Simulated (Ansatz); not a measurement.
# Band table of Zn (fcc type)

```
CELL_PARAMETERS angstrom
0.00000 1.82403 1.82403
1.82403 0.00000 1.82403
1.82403 1.82403 0.00000
ATOMIC_POSITIONS crystal
Zn 0.00000 0.00000 0.00000
```

The cell comes from a relaxation on PAW files under the same functional, begun from a prototype that needn't be the stable phase.

Computed with Ansatz 0.2.0; functional PBE, scalar-relativistic. Settings: a Γ-centred 17×17×17 k mesh, Fermi–Dirac smearing of 0.05 eV, no spin polarisation. Methods: LAPW: all electrons, basis error target 1 meV/atom.

This run: volume at 0.8 of the series' base cell.

Path points, in fractions of the reciprocal vectors: Γ (0.000, 0.000, 0.000), X (0.500, 0.000, 0.500), U (0.625, 0.250, 0.625), K (0.375, 0.375, 0.750), L (0.500, 0.500, 0.500), W (0.500, 0.250, 0.750). The distance column jumps between branches of the path. Levels in eV from the Fermi level; bands 5 to 12, counted from the lowest band of the run. The gap is zero, the pressure 27.5 GPa.

```
# k(1/Å) point b5 b6 b7 b8 b9 b10 b11 b12
0.000 Γ -12.42 -8.39 -8.39 -8.39 -7.81 -7.81 19.95 21.28
0.215 - -12.23 -8.43 -8.36 -8.36 -7.85 -7.80 19.01 19.51
0.431 - -11.69 -8.53 -8.26 -8.26 -7.93 -7.76 17.17 17.17
0.646 - -10.85 -8.69 -8.10 -8.10 -8.01 -7.69 15.01 15.01
0.861 - -9.91 -8.87 -7.90 -7.90 -7.84 -7.62 13.13 13.13
1.076 - -9.44 -9.05 -7.68 -7.68 -7.54 -6.87 10.83 11.58
1.292 - -9.42 -9.20 -7.48 -7.48 -7.47 -5.12 7.27 10.42
1.507 - -9.48 -9.30 -7.43 -7.34 -7.34 -3.06 4.18 9.69
1.722 X -9.51 -9.34 -7.41 -7.29 -7.29 -1.74 2.53 9.44
1.798 - -9.50 -9.33 -7.42 -7.31 -7.29 -1.70 2.54 9.09
1.875 - -9.48 -9.32 -7.43 -7.35 -7.30 -1.58 2.58 8.27
1.951 - -9.45 -9.29 -7.46 -7.43 -7.31 -1.38 2.64 7.24
2.027 - -9.40 -9.24 -7.53 -7.49 -7.32 -1.11 2.73 6.15
2.103 - -9.35 -9.19 -7.65 -7.54 -7.34 -0.78 2.85 5.03
2.179 - -9.29 -9.12 -7.77 -7.58 -7.37 -0.40 2.99 3.94
2.255 - -9.23 -9.03 -7.89 -7.64 -7.40 0.04 2.79 3.23
2.331 U -9.17 -8.95 -8.01 -7.69 -7.43 0.52 1.77 3.42
3.386 K -9.17 -8.95 -8.01 -7.69 -7.43 0.52 1.77 3.42
3.614 - -8.99 -8.69 -8.33 -7.85 -7.55 -1.19 2.19 4.33
3.843 - -8.86 -8.55 -8.51 -7.97 -7.69 -3.75 4.18 5.68
4.071 - -8.98 -8.65 -8.40 -8.03 -7.85 -5.77 6.45 7.50
4.299 - -9.64 -8.66 -8.30 -8.03 -8.02 -7.02 8.99 9.79
4.528 - -10.67 -8.59 -8.24 -8.17 -7.97 -7.57 11.80 12.50
4.756 - -11.61 -8.50 -8.29 -8.28 -7.90 -7.76 14.87 15.57
4.984 - -12.21 -8.42 -8.37 -8.36 -7.84 -7.81 18.09 18.84
5.213 Γ -12.42 -8.39 -8.39 -8.39 -7.81 -7.81 19.95 21.28
5.399 - -12.28 -8.41 -8.37 -8.37 -7.82 -7.82 18.30 20.37
5.586 - -11.87 -8.45 -8.32 -8.32 -7.83 -7.83 14.94 19.90
5.772 - -11.23 -8.47 -8.28 -8.28 -7.82 -7.82 11.59 19.16
5.959 - -10.46 -8.36 -8.28 -8.28 -7.74 -7.74 8.39 18.59
6.145 - -9.85 -8.31 -8.31 -7.80 -7.63 -7.63 5.40 18.20
6.331 - -9.63 -8.36 -8.36 -7.51 -7.51 -6.62 2.65 17.98
6.518 - -9.59 -8.39 -8.39 -7.42 -7.42 -5.09 0.27 17.88
6.704 L -9.58 -8.41 -8.41 -7.39 -7.39 -4.06 -1.04 17.85
6.857 - -9.54 -8.42 -8.38 -7.48 -7.40 -3.87 -0.99 16.71
7.009 - -9.43 -8.48 -8.31 -7.70 -7.41 -3.37 -0.86 14.56
7.161 - -9.26 -8.57 -8.19 -7.96 -7.42 -2.65 -0.62 12.41
7.313 - -9.07 -8.68 -8.19 -8.05 -7.43 -1.75 -0.25 10.38
7.466 - -8.89 -8.79 -8.38 -7.91 -7.42 -0.72 0.27 8.41
7.618 - -8.90 -8.74 -8.50 -7.83 -7.38 0.41 0.97 6.64
7.770 - -8.97 -8.64 -8.58 -7.80 -7.31 1.58 1.78 5.15
7.922 W -8.99 -8.60 -8.60 -7.80 -7.29 2.31 2.31 4.32
8.030 - -9.02 -8.77 -8.42 -7.78 -7.29 1.49 3.19 3.89
8.138 - -9.09 -8.92 -8.21 -7.72 -7.29 0.73 3.50 4.13
8.245 - -9.19 -9.05 -8.00 -7.65 -7.29 0.05 3.19 5.11
8.353 - -9.29 -9.15 -7.79 -7.57 -7.29 -0.54 2.94 6.13
8.460 - -9.38 -9.24 -7.60 -7.51 -7.29 -1.04 2.75 7.17
8.568 - -9.45 -9.29 -7.46 -7.44 -7.29 -1.42 2.63 8.19
8.676 - -9.50 -9.33 -7.42 -7.33 -7.29 -1.66 2.55 9.05
8.783 X -9.51 -9.34 -7.41 -7.29 -7.29 -1.74 2.53 9.44
```
